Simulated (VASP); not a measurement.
TePb (strained rocksalt), PBE single-point calculation: VASP's output and Ansatz's

POSCAR

```
Pb Te
 1.0000000000000000
     0.0000000000000000    3.2024801117999999    3.2743847686000001
     3.2024801117999999    0.0000000000000000    3.2743847686000001
     3.2024801117999999    3.2024801117999999    0.0000000000000000
 Pb  Te
   1   1
Cartesian
  0.0000000000000000  0.0000000000000000  0.0000000000000000
  3.2024801117999999  3.2024801117999999  3.2743847686000001
```

VASP ran with the recommended PBE PAW datasets (20 valence electrons in the cell).

From OUTCAR

```
k-points           NKPTS =     59   k-points in BZ     NKDIM =     59   number of bands    NBANDS=     17

   NELECT =      20.0000    total number of electrons

   dimension x,y,z NGX =    36 NGY =   36 NGZ =   36
   dimension x,y,z NGXF=    72 NGYF=   72 NGZF=   72

  energy-cutoff  :      520.00
  volume of cell :       67.16
      direct lattice vectors                 reciprocal lattice vectors
     0.000000000  3.202480112  3.274384769    -0.156128995  0.156128995  0.152700442
     3.202480112  0.000000000  3.274384769     0.156128995 -0.156128995  0.152700442
     3.202480112  3.202480112  0.000000000     0.156128995  0.156128995 -0.152700442

 k-points in reciprocal lattice and weights: KPOINTS created by Atomic Simulation Env
   0.00000000  0.00000000  0.00000000       0.002
   0.12500000  0.00000000  0.00000000       0.016
   0.25000000  0.00000000  0.00000000       0.016
   0.37500000 -0.00000000  0.00000000       0.016
   0.50000000  0.00000000  0.00000000       0.008
   0.12500000  0.12500000  0.00000000       0.004
   0.25000000  0.12500000  0.00000000       0.016
   0.37500000  0.12500000  0.00000000       0.016
   ...

 E-fermi :   6.0481

 k-point     1 :       0.0000    0.0000    0.0000
  band No.  band energies     occupation
      1     -11.0528      2.00000
      2     -11.0429      2.00000
      3     -11.0400      2.00000
      4     -11.0400      2.00000
      5     -11.0337      2.00000
      6      -6.3758      2.00000
      7       0.1026      2.00000
      8       4.2457      2.00000
      9       4.2457      2.00000
     10       4.4613      2.00000
     11       9.4339      0.00000
     12       9.9365      0.00000
     13       9.9365      0.00000
     14      11.3818      0.00000
     15      11.5143      0.00000
     16      11.5143      0.00000
     17      13.0537      0.00000

 k-point     2 :       0.1250    0.0000    0.0000
  band No.  band energies     occupation
      1     -11.0542      2.00000
      2     -11.0453      2.00000
      3     -11.0393      2.00000
      4     -11.0377      2.00000
      5     -11.0319      2.00000
      6      -6.2410      2.00000
      7      -0.3432      2.00000
      8       4.2975      2.00000
      9       4.3891      2.00000
     10       4.5969      2.00000
     11       8.7961      0.00000
     12       9.2145      0.00000
     13       9.3116      0.00000
     14      11.3115      0.00000
     15      11.7328      0.00000
     16      11.7983      0.00000
     17      13.9702      0.00000

 k-point     3 :       0.2500    0.0000    0.0000
  band No.  band energies     occupation
      1     -11.0586      2.00000
      2     -11.0516      2.00000
      3     -11.0379      2.00000
      4     -11.0316      2.00000
      5     -11.0261      2.00000
      6      -5.8529      2.00000
      7      -1.3372      2.00000
      8       4.4531      2.00000
      9       4.5126      2.00000
     10       5.0247      2.00000
     11       7.7162      0.00000
     12       8.1160      0.00000
     13       8.2384      0.00000
     14      11.6322      0.00000
     15      12.5565      0.00000
     16      12.5724      0.00000
     17      15.7573      0.00000

 k-point     4 :       0.3750   -0.0000    0.0000
  band No.  band energies     occupation
      1     -11.0635      2.00000
      2     -11.0579      2.00000
      3     -11.0369      2.00000
      4     -11.0255      2.00000
      5     -11.0195      2.00000
      6      -5.2935      2.00000
      7      -2.3854      2.00000
      8       4.6565      2.00000
      9       4.6793      2.00000
     10       5.4352      2.00000
     11       6.8324      0.00000
     12       7.2570      0.00000
     13       7.3553      0.00000
     14      12.7298      0.00000
     15      13.7624      0.00000
     16      13.8145      0.00000
     17      16.3912      0.00000

 k-point     5 :       0.5000    0.0000    0.0000
  band No.  band energies     occupation
      1     -11.0656      2.00000
      2     -11.0605      2.00000
      3     -11.0365      2.00000
      4     -11.0229      2.00000
      5     -11.0166      2.00000
      6      -4.9283      2.00000
      7      -2.9311      2.00000
      8       4.7402      2.00000
      9       4.8128      2.00000
     10       5.6981      2.00000
     11       6.3981      0.00000
     12       6.9122      0.00000
     13       6.9902      0.00000
     14      14.0766      0.00000
     15      14.8637      0.00000
     16      14.8766      0.00000
     17      15.0508      0.00000

 ...

  Total        1.3697090      1.3697090      0.2482659      0.0000000      0.0000000      0.0000000
  in kB       32.6743014     32.6743014      5.9223639      0.0000000      0.0000000      0.0000000
  external PRESSURE =      23.7569889 kB  Pullay stress =       0.0000000 kB

 POSITION                                       TOTAL-FORCE (eV/Angst)
 -----------------------------------------------------------------------------------
      0.00000      0.00000      0.00000         0.000000     -0.000000      0.000000
      3.20248      3.20248      3.27438        -0.000000      0.000000     -0.000000
 -----------------------------------------------------------------------------------
    total drift:                               -0.000000      0.000000      0.000000

  FREE ENERGIE OF THE ION-ELECTRON SYSTEM (eV)
  ---------------------------------------------------
  free  energy   TOTEN  =        -7.4887053437 eV

  energy  without entropy=       -7.4887053434  energy(sigma->0) =       -7.48870534
```

Each program uses its own PAW datasets. VASP's cell holds 20 valence electrons and Ansatz's 30. Ansatz's stress includes a Pulay correction; VASP's doesn't.

What does Ansatz give for the same cell and level of theory?

gap between bands v and c 0.70 eV; least direct gap 0.70 eV; pressure 2.4 GPa.

Ansatz printed

```
SCF 1 converged in 6 iterations: F = -18887.151752 eV  dr2 = 4.77e-8
  greatest PAW one-centre occupation: 0.998 electrons in one spin orbital (limit 2), on the Te atom at site 1 (counted from 0), in its partial waves of l = 2
NSCF: frozen V_eff on 7 k-points
SCF converged after 6 iterations
Free energy (F): -18887.151752 eV
Harris-Foulkes:  -18887.151752 eV  (|F-HF|=5.46e-8)
Internal energy: -18887.151752 eV  (E = F + TS)
E sigma→0 (E₀):  -18887.151752 eV
Fermi energy:    9.139082 eV
--- Per-component energies (eV) ---
  E_band       = -314.802548
  E_kinetic    = 468.542040
  E_local      = -2379.797813  (includes V_loc(G=0)·N_el)
  E_nonlocal   = 39.830231
  E_hartree    = 1253.103400
  E_xc         = -345.644903
  E_vxc        = -237.222827  (∫ρ·V_xc dr)
  E_paw        = -15066.558068  (= ΣΔE_a)
  E_vpaw       = -712.347255  (= ΣTr[D̂ρ^β])
  E_aug_tail   = -0.000127  (compensation charges beyond the density's cutoff)
  E_ewald      = -2856.626513
  E_smearing   = -0.000000  (= −TS)
  E_closure    = 0.000000  (closes the sum)
  Σ components = -18887.151752   (vs F -18887.151752, Δ=0.00e0)
--- Forces (eV/Å), atoms counted from 1 ---
  atom   1  Pb    -0.00000000     0.00000000     0.00000000
  atom   2  Te     0.00000000     0.00000000     0.00000000
  max |Σ_I F_I| component: 2.37e-29 eV/Å
--- Stress (GPa, compression-positive) ---
        3.307670       0.000000       0.000000
        0.000000       3.307670       0.000000
        0.000000      -0.000000       0.634111
  P = ⅓ Tr σ = 2.4165 GPa (24.165 kbar)
--- Band table (eV; the first three rows and the last of 59) ---
  k-point 0: bands = ["-27.4052", "-27.4026", "-27.3991", "-27.3979", "-27.3979", "-7.9693", "-7.9604", "-7.9576", "-7.9576", "-7.9522", "-3.2885", "3.1986", "7.3320", "7.3320", "7.5478", "12.5242", "13.0260", "13.0260", "14.4940"]
  k-point 1: bands = ["-27.4051", "-27.4025", "-27.3991", "-27.3979", "-27.3978", "-7.9708", "-7.9630", "-7.9569", "-7.9553", "-7.9503", "-3.1539", "2.7523", "7.3837", "7.4756", "7.6843", "11.8874", "12.3057", "12.4030", "14.4147"]
  k-point 2: bands = ["-27.4051", "-27.4025", "-27.3989", "-27.3978", "-27.3977", "-7.9756", "-7.9696", "-7.9556", "-7.9493", "-7.9445", "-2.7666", "1.7583", "7.5391", "7.5989", "8.1141", "10.8073", "11.2073", "11.3298", "14.7311"]
  k-point 58: bands = ["-27.4048", "-27.4028", "-27.3993", "-27.3971", "-27.3971", "-8.0302", "-7.9615", "-7.9503", "-7.9327", "-7.9327", "-1.6983", "1.5997", "4.2672", "5.9756", "5.9756", "12.0960", "14.3264", "14.3264", "15.2887"]
```
